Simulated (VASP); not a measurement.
W, 1 atom in the cell. Symmetry: Im-3m, No. 229, cubic system. The conventional cell has a = 3.087 Å, b = 3.087 Å, c = 3.087 Å, α = 90.00°, β = 90.00°, γ = 90.00°. Around W (site symmetry m-3m) lie 8 W at 2.67 Å.  The cell isn't the ideal one: a relaxed cell with its volume scaled by 0.91.

```yaml
Program: VASP 6.6.1
Task: single point
Functional: PBE
Potentials_or_basis: VASP PAW PBE potentials, release 64 (W_sv)
Cutoff: 520 eV
k_mesh: 26 × 26 × 26
Occupations: gaussian, width 0.1 eV
Spin: no spin polarisation
Further_INCAR_settings: ALGO = Normal; EDIFF = 1e-07
```

Potentials or basis: VASP PAW PBE potentials, release 64 (W_sv).

Run with:

```bash
$ cat potpaw_PBE.64/W_sv/POTCAR > POTCAR
$ mpirun -np 1 vasp_std > vasp.out
```

Hardware: 1 thread of Intel(R) Xeon(R) Platinum 8488C (Sapphire Rapids), on a shared host.

Task: How long does it take, and how much memory?

Result: It took 34 s on 1 thread of Intel(R) Xeon(R) Platinum 8488C (Sapphire Rapids) (shared host), peak memory 0.19 GiB. Counts: scf iterations 13, k points 511.
